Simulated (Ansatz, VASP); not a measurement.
## One calculation of Sr, two programs

```
CELL_PARAMETERS angstrom
4.17570 0.00000 0.00000
-2.08785 3.61626 0.00000
0.00000 0.00000 13.69133
ATOMIC_POSITIONS crystal
Sr 0.00000 0.00000 0.00000
Sr 0.33333 0.66667 0.25000
Sr 0.00000 0.00000 0.50000
Sr 0.66667 0.33333 0.75000
```

Alike in both runs: task relaxation of shape and atoms at fixed volume; functional PBE; k mesh 12 × 12 × 4; occupations gaussian, width 0.1 eV; no spin polarisation.

|  | VASP | Ansatz |
| --- | --- | --- |
| version | VASP 6.6.1 | Ansatz 0.2.0 |
| potentials or method | VASP PAW PBE potentials, release 64 (Sr_sv) | scalar-relativistic, plane waves, PAW |
| plane-wave cutoff (eV) | 600 | 420 |
| valence electrons in the cell | 40 | 40 |

|  | VASP | Ansatz | Ansatz less VASP |
| --- | --- | --- | --- |
| gap on the k mesh at the Fermi level, each at its own relaxed structure (eV) | none | none | - |
| relaxed volume (Å³/atom) | 51.69 | 51.69 | 0.000 |
| relaxed cell length with the largest relative difference (Å) | 4.176 | 4.176 | 0.0000 |

A gap of «none» marks a metal or a gap that the smearing closes.

Caveats: the relaxation stopped at its first step, so nothing moved.
